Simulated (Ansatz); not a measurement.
# Rh (Fm-3m) in Ansatz: a series of runs

One crystal, Rh, is run at these levels: RPBE, revPBE; tasks: relaxation of cell and atoms.

All numbers are computed with Ansatz 0.2.0; they aren't measurements. Logs are shortened: lines on timing, memory, paths and dates and some standing lists are left out, and cuts for length are marked.

## (1) The crystal as given

It takes space group Fm-3m (No. 225, cubic). The conventional cell has a = 3.796 Å, b = 3.796 Å, c = 3.796 Å, α = 90.00°, β = 90.00°, γ = 90.00°. Rh (site symmetry m-3m) is surrounded by 12 Rh at 2.68 Å.

## (2) Relaxation of cell and atoms, RPBE

File input.yaml:

```yaml
crystal:
  lattice:
    - [0.0, 1.89785, 1.89785]
    - [1.89785, 0.0, 1.89785]
    - [1.89785, 1.89785, 0.0]
  atoms:
    - { symbol: Rh, position: [0.0, 0.0, 0.0] }
hamiltonian:
  xc: rpbe
  pseudopotentials: { kind: paw }
kpoints:
  mp_grid: { grid: [12, 12, 12] }
scf:
  occupations: { method: fermi_dirac, width: 0.05 }
output:
  forces: true
  stress: true
  write_density: true
  write_potential: true
  elf: true
  volumetric_format: npy
relax:
  f_tol: 0.01
  max_steps: 40
  cell: { stress_tol: 0.05 }
```

Potentials or basis: Ansatz PAW.

On the command line:

```
> ansatz run input.yaml --threads 2 --pin off --max-ram 5632MiB --backend cpu --events-out ev --progress --plain --runs-dir out
```

Standard output:

```text
Warning: RAYON_NUM_THREADS=2 ignored (pool sized by the plan → 2); use --threads N
Engine: ansatz 0.2.0, aarch64-unknown-linux-gnu
Pseudopotentials: kind: paw
Pseudopotential: Rh, paw, valence charge 17, recommended cutoff 420 eV (normal), Rh.paw.azcp
Functional definition: RPBE
  parameter kappa = 0.804
  parameter beta = 0.06672455060314922
  exchange = rpbe_x(kappa = kappa, mu = beta*pi^2/3)
  correlation = pbe_c(beta = beta)
Crystal: 1 atoms, lattice volume = 13.671 Å³
Basis set: ecut = 420 eV, 283 PW (Γ), exchange–correlation on 36×36×36 points (8 copies of the dense FFT grid, shifted against one another)
Bands: 13, of which v1, the nominal top of the filled ones, is band 9 counted from 1 (8 counted from 0)
Symmetry: 48 space group operations
Space group: Fm-3m (ITA 225), of the structure as read, at distance tolerance 2.4e-5 Å
k-points: 72 of 1728
Non-local potential: Rh, projectors of the file, l = 0: 3, l = 1: 2, l = 2: 2, l = 3: 1
PAW form: soft (Blöchl's): semilocal exchange-correlation on the pseudo side does not see the compensation charge
PAW frozen core: Rh, regenerated for the run's functional, and the local potential with it (the file was generated under x = pbe(κ = 0.804, μ = 0.2195149727645171), c = pbe(β = 0.06672455060314922))
PAW one-centre angular grid: Rh, 590 points (default); XC on 64 Gauss nodes
Initial density: superposition of atomic densities (neutral atoms: chi_scale 0, normalization atom), corrected by the library's trained network
Initial wavefunctions: pseudopotential atomic-orbital guess
Functional: x = rpbe, c = pbe(β = 0.06672455060314922)
SCF iter   1: F=—  HF=-6410.356994 eV  |F-HF|=—  |Δ(HF+E_count)|=         —  Δρ=4.31e-3  dr2=1.32e-3  ethr=1.77e-3  ⟨swp⟩=5.1  Hψ=5236  notcnv=0
preconditioner: auto → none  [metal: Δε(μ)=0.110 eV  Ē_g=14.063 eV  σ=0.050 eV  W_gap=0.47  n_scr=0 (ndim 8)  ℏωp=30.1 eV  f_vac=0.000  D(μ)=0.96/eV (n_scr^D=14)]
SCF iter   2: F=—  HF=-6410.356887 eV  |F-HF|=—  |Δ(HF+E_count)|=   1.07e-4  Δρ=2.08e-3  dr2=1.90e-4  ethr=7.75e-6  ⟨swp⟩=2.3  Hψ=1936  notcnv=0
SCF iter   3: F=—  HF=-6410.356874 eV  |F-HF|=—  |Δ(HF+E_count)|=   1.36e-5  Δρ=1.09e-3  dr2=2.72e-5  ethr=1.12e-6  ⟨swp⟩=2.7  Hψ=1483  notcnv=0
SCF iter   4: F=—  HF=-6410.356900 eV  |F-HF|=—  |Δ(HF+E_count)|=   2.68e-5  Δρ=1.29e-4  dr2=4.72e-7  ethr=1.60e-7  ⟨swp⟩=2.1  Hψ=1393  notcnv=0
iter 5 did not close the SCF: its close was put off for the readings that it lacked (scf_convergence_deferred on its scf_iter line)
SCF iter   5: F=-6410.356901 eV  HF=-6410.356901 eV  |F-HF|=3.09e-9  |Δ(HF+E_count)|=   8.09e-7  Δρ=1.68e-5  dr2=9.26e-9  ethr=2.77e-9  ⟨swp⟩=2.0  Hψ=1451  notcnv=0
SCF iter   6: F=-6410.356901 eV  HF=-6410.356901 eV  |F-HF|=2.82e-11  |Δ(HF+E_count)|=   5.37e-9  Δρ=1.34e-6  dr2=8.75e-11  ethr=5.45e-11  ⟨swp⟩=4.9  Hψ=4875  notcnv=0
SCF 1 converged in 6 iterations: F = -6410.356901 eV  dr2 = 8.75e-11
relax step   1: F+E_penalty+E_count = -6410.35690111 eV  Δ(F+E_penalty+E_count) = +0.000e0 eV  max|allowed force component| = 0.000e0 eV/Å  Δτ_max = 0.0000 Å  P = +12.012 GPa  Ω = 13.671 Å³  (6 SCF iters, dr2 threshold 1.00e-7 eV, accepted)
Crystal: 1 atoms, lattice volume = 14.748 Å³
[... 38 lines left out ...]
SCF iter   4: F=—  HF=-6410.379284 eV  |F-HF|=—  |Δ(HF+E_count)|=   1.83e-7  Δρ=7.06e-6  dr2=9.40e-10  ethr=4.55e-10  ⟨swp⟩=2.4  Hψ=1408  notcnv=0
SCF iter   5: F=—  HF=-6410.379284 eV  |F-HF|=—  |Δ(HF+E_count)|=   1.19e-8  Δρ=6.40e-7  dr2=1.36e-11  ethr=5.53e-12  ⟨swp⟩=2.6  Hψ=1622  notcnv=0
SCF iter   6: F=-6410.379284 eV  HF=-6410.379284 eV  |F-HF|=0.00e0  |Δ(HF+E_count)|=  6.55e-11  Δρ=6.32e-8  dr2=1.05e-13  ethr=1.00e-12  ⟨swp⟩=4.8  Hψ=3245  notcnv=0
SCF 5 converged in 6 iterations: F = -6410.379284 eV  dr2 = 1.05e-13
relax step   5: F+E_penalty+E_count = -6410.37928404 eV  Δ(F+E_penalty+E_count) = -5.042e-4 eV  max|allowed force component| = 0.000e0 eV/Å  Δτ_max = 0.0000 Å  P = +0.030 GPa  Ω = 14.295 Å³  stress off target by 2.96e-2 GPa  SCF on the basis re-selected at this cell (its energy is not comparable with the rows above)  (6 SCF iters)
basis re-selected at this cell: Δ(F+E_penalty+E_count) = -5.042e-4 eV, ΔP = -0.018 GPa vs the last step (what re-selecting the basis moved, of the pressure what is left beyond the Pulay correction that the steps carried, after the strain that the cell walked since its last selection, with what the two solves' SCF thresholds leave and, on support functions, any second-order correction that the steps lacked; it is no measure of the basis error at this ecutwfc). The dense FFT grid was sized anew with the basis: this SCF ran on 20×20×20 points, the steps before it on 18×18×18, so part of this shift can come from that change (see relax.cell in the input reference). This SCF's stress stands 2.96e-2 GPa from its target on what of the cell is left free (relax.cell.stress_tol is 5.00e-2 GPa) and its largest allowed force component is 0.00e0 eV/Å (relax.f_tol is 1.00e-2 eV/Å): within both
SCF converged after 6 iterations
Free energy (F): -6410.379284 eV
Harris-Foulkes:  -6410.379284 eV  (|F-HF|=0.00e0)
Internal energy: -6410.369942 eV  (E = F + TS)
E sigma→0 (E₀):  -6410.374613 eV
Entropy (-TS):   -0.009342 eV (-9.342 meV/atom)
Fermi energy:    21.382399 eV
--- Per-component energies (eV) ---
  E_band       = -100.189220
  E_kinetic    = 572.202678
  E_local      = -1610.118265  (includes V_loc(G=0)·N_el)
  E_nonlocal   = 353.586757
  E_hartree    = 566.229846
  E_xc         = -221.766154
  E_vxc        = -278.033184  (∫ρ·V_xc dr)
  E_paw        = -3594.132249  (= ΣΔE_a)
  E_vpaw       = -270.287789  (= ΣTr[D̂ρ^β])
  E_aug_tail   = 0.000887  (compensation charges beyond the density's cutoff)
  E_ewald      = -2476.269331
  E_core_change = -0.104111  (= ΣΔE_core)
  E_smearing   = -0.009342  (= −TS)
  E_closure    = 0.000000  (closes the sum)
  Σ components = -6410.379284   (vs F -6410.379284, Δ=0.00e0)
--- Forces (eV/Å), atoms counted from 1 ---
  atom   1  Rh     0.00000000     0.00000000    -0.00000000
  max |Σ_I F_I| component: 4.21e-32 eV/Å
--- Stress (GPa, compression-positive) ---
        0.029640      -0.000000      -0.000000
       -0.000000       0.029640      -0.000000
       -0.000000      -0.000000       0.029640
  P = ⅓ Tr σ = 0.0296 GPa (0.296 kbar)
--- Band table (eV; the first three rows and the last of 72) ---
  k-point 0: bands = ["-57.4086", "-24.9246", "-24.9246", "-24.9246", "13.7358", "18.4763", "18.4763", "18.4763", "20.4255", "20.4255", "37.2204", "42.3711", "42.3711"]
  k-point 1: bands = ["-57.4023", "-24.9686", "-24.9306", "-24.9306", "14.0025", "18.3664", "18.5763", "18.5763", "20.3739", "20.3739", "37.5775", "41.0587", "42.7446"]
  k-point 2: bands = ["-57.3849", "-25.0880", "-24.9470", "-24.9470", "14.7158", "18.1699", "18.7784", "18.7784", "20.3332", "20.3332", "38.2491", "38.8321", "43.7804"]
  k-point 71: bands = ["-57.2820", "-25.3454", "-25.3454", "-25.1664", "16.6507", "17.7931", "17.7931", "20.2436", "22.2859", "30.7378", "30.7378", "32.2986", "33.6497"]
--- Relaxed structure (4 steps of the walk, 4 accepted, 1 SCFs on fresh bases) ---
  F+E_penalty+E_count = -6410.37928404 eV   max|allowed force component| = 0.000e0 eV/Å   (the final SCF, on the basis selected at the relaxed cell)
  cell:  # Å, volume = 14.2950 Å³
    - [9.713052937707228e-35, 1.9262739336599917, 1.9262739336599917]
    - [1.9262739336599917, 6.321445928311092e-34, 1.9262739336599917]
    - [1.9262739336599917, 1.9262739336599917, 6.369215041119491e-35]
  atoms:
    - { symbol: Rh, position: [0.0, 0.0, 0.0] }
```

rho_z.tsv:

```text
# z_ang	rho[e/angstrom^3]
# format = ansatz-planar-average/11
# lattice	0.000000000	1.926273934	1.926273934
# lattice	1.926273934	0.000000000	1.926273934
# lattice	1.926273934	1.926273934	0.000000000
# sites	1
# site	45	0.000000000	0.000000000	0.000000000
0.000000	2.445594e0
0.136208	2.362710e0
0.272416	2.125766e0
0.408624	1.774103e0
0.544833	1.375192e0
0.681041	1.000668e0
[... 12 lines left out ...]
2.451746	2.125766e0
2.587955	2.362710e0
```

Run time: 2.8 s. Hardware: 2 threads of Arm Neoverse V1, shared host; peak memory 0.28 GiB.

Results:

```
Free energy                            : -6410.3793 eV
Relaxed volume                         : 14.29 Å³/atom
Relaxed cell                           : a = 2.724 Å, b = 2.724 Å, c = 2.724 Å, α = 60.00°, β = 60.00°, γ = 60.00°
Space group after relaxing (to 0.05 Å) : Fm-3m (No. 225)
Energy gained by relaxing              : 22.4 meV/atom
Ionic steps                            : 5
Pressure after relaxing                : 0.0 GPa
Band gap on the k mesh                 : none (metal or under the smearing width)
```

The path:
```tsv
step	energy change (eV)	largest force (eV/Å)	volume (Å³)
1	0.0000	0.0000	13.67
2	-0.0116	0.0000	14.75
3	-0.0218	0.0000	14.34
4	-0.0219	0.0000	14.30
5	-0.0224	0.0000	14.30
```

Final structure:
```yaml
crystal:
  lattice:
    - [0.00000, 1.92627, 1.92627]
    - [1.92627, 0.00000, 1.92627]
    - [1.92627, 1.92627, 0.00000]
  atoms:
    - { symbol: Rh, position: [0.00000, 0.00000, 0.00000] }
```

Caveat: the plane-wave basis is chosen anew once the cell has moved, so the energies of steps on either side of that aren't comparable; the PAW data sets come from PBE, with cores solved anew for the run's functional, which leaves a small shift of forces and pressure. Zero-point motion and thermal expansion aren't in these numbers.

## (3) Relaxation of cell and atoms, revPBE

Changes to input.yaml since step 2:

```diff
@@ -8,3 +8,3 @@
 hamiltonian:
-  xc: rpbe
+  xc: revpbe
   pseudopotentials: { kind: paw }
@@ -17,6 +17,2 @@
   stress: true
-  write_density: true
-  write_potential: true
-  elf: true
-  volumetric_format: npy
 relax:
```

Potentials or basis: Ansatz PAW.

On the command line:

```
> ansatz run input.yaml --threads 2 --pin off --max-ram 5632MiB --backend cpu --events-out ev --progress --plain --runs-dir out
```

Standard output:

```text
Warning: RAYON_NUM_THREADS=2 ignored (pool sized by the plan → 2); use --threads N
[... 3 set-up lines as earlier in the session ...]
Functional definition: revPBE
  parameter kappa = 1.245
[... 1 set-up line as earlier in the session ...]
  exchange = pbe_x(kappa = kappa, mu = beta*pi^2/3)
[... 1 set-up line as earlier in the session ...]
Crystal: 1 atoms, lattice volume = 13.671 Å³
Basis set: ecut = 420 eV, 283 PW (Γ), exchange–correlation on 36×36×36 points (8 copies of the dense FFT grid, shifted against one another)
Bands: 13, of which v1, the nominal top of the filled ones, is band 9 counted from 1 (8 counted from 0)
[... 2 set-up lines as earlier in the session ...]
k-points: 72 of 1728
[... 6 set-up lines as earlier in the session ...]
Functional: x = revpbe(κ = 1.245, μ = 0.2195149727645171), c = pbe(β = 0.06672455060314922)
SCF iter   1: F=—  HF=-6408.203491 eV  |F-HF|=—  |Δ(HF+E_count)|=         —  Δρ=3.61e-3  dr2=7.44e-4  ethr=1.77e-3  ⟨swp⟩=5.1  Hψ=5236  notcnv=0
preconditioner: auto → none  [metal: Δε(μ)=0.111 eV  Ē_g=14.058 eV  σ=0.050 eV  W_gap=0.48  n_scr=0 (ndim 8)  ℏωp=30.1 eV  f_vac=0.000  D(μ)=0.96/eV (n_scr^D=14)]
SCF iter   2: F=—  HF=-6408.203526 eV  |F-HF|=—  |Δ(HF+E_count)|=   3.51e-5  Δρ=1.79e-3  dr2=1.24e-4  ethr=4.37e-6  ⟨swp⟩=2.3  Hψ=1939  notcnv=0
[... 50 lines left out ...]
SCF converged after 5 iterations
Free energy (F): -6408.221131 eV
Harris-Foulkes:  -6408.221131 eV  (|F-HF|=3.73e-11)
Internal energy: -6408.211947 eV  (E = F + TS)
E sigma→0 (E₀):  -6408.216539 eV
Entropy (-TS):   -0.009184 eV (-9.184 meV/atom)
Fermi energy:    21.504843 eV
--- Per-component energies (eV) ---
  E_band       = -98.453999
  E_kinetic    = 572.342525
  E_local      = -1603.755937  (includes V_loc(G=0)·N_el)
  E_nonlocal   = 353.821501
  E_hartree    = 563.867478
  E_xc         = -221.764343
  E_vxc        = -278.134635  (∫ρ·V_xc dr)
  E_paw        = -3592.016846  (= ΣΔE_a)
  E_vpaw       = -270.463284  (= ΣTr[D̂ρ^β])
  E_aug_tail   = 0.000871  (compensation charges beyond the density's cutoff)
  E_ewald      = -2480.632333
  E_core_change = -0.074863  (= ΣΔE_core)
  E_smearing   = -0.009184  (= −TS)
  E_closure    = 0.000000  (closes the sum)
  Σ components = -6408.221131   (vs F -6408.221131, Δ=0.00e0)
--- Forces (eV/Å), atoms counted from 1 ---
  atom   1  Rh    -0.00000000    -0.00000000     0.00000000
  max |Σ_I F_I| component: 4.52e-32 eV/Å
--- Stress (GPa, compression-positive) ---
        0.019377      -0.000000      -0.000000
       -0.000000       0.019377      -0.000000
       -0.000000      -0.000000       0.019377
  P = ⅓ Tr σ = 0.0194 GPa (0.194 kbar)
--- Relaxed structure (4 steps of the walk, 4 accepted, 1 SCFs on fresh bases) ---
  F+E_penalty+E_count = -6408.22113080 eV   max|allowed force component| = 0.000e0 eV/Å   (the final SCF, on the basis selected at the relaxed cell)
  cell:  # Å, volume = 14.2197 Å³
    - [-3.8215290246716924e-34, 1.9228859519318091, 1.9228859519318091]
    - [1.9228859519318091, 8.789516756744892e-34, 1.9228859519318091]
    - [1.9228859519318091, 1.9228859519318091, 9.55382256167923e-34]
  atoms:
    - { symbol: Rh, position: [0.0, 0.0, 0.0] }
```

It took 2.4 s on 2 threads of Arm Neoverse V1, shared host; peak memory 0.27 GiB.

Results:

| Property | Result |
| --- | --- |
| Free energy | -6408.2211 eV |
| Relaxed volume | 14.22 Å³/atom |
| Relaxed cell | a = 2.719 Å, b = 2.719 Å, c = 2.719 Å, α = 60.00°, β = 60.00°, γ = 60.00° |
| Space group after relaxing (to 0.05 Å) | Fm-3m (No. 225) |
| Energy gained by relaxing | 17.6 meV/atom |
| Ionic steps | 5 |
| Pressure after relaxing | 0.0 GPa |

The path:
```
step  energy change (eV)  largest force (eV/Å)  volume (Å³)
   1              0.0000                0.0000        13.67
   2             -0.0086                0.0000        14.63
   3             -0.0171                0.0000        14.25
   4             -0.0171                0.0000        14.22
   5             -0.0176                0.0000        14.22
```

Final structure:
```
CELL_PARAMETERS angstrom
0.00000 1.92289 1.92289
1.92289 0.00000 1.92289
1.92289 1.92289 0.00000
ATOMIC_POSITIONS crystal
Rh 0.00000 0.00000 0.00000
```

Caveat: the plane-wave basis is chosen anew once the cell has moved, so the energies of steps on either side of that aren't comparable; the PAW data sets come from PBE, with cores solved anew for the run's functional, which leaves a small shift of forces and pressure.
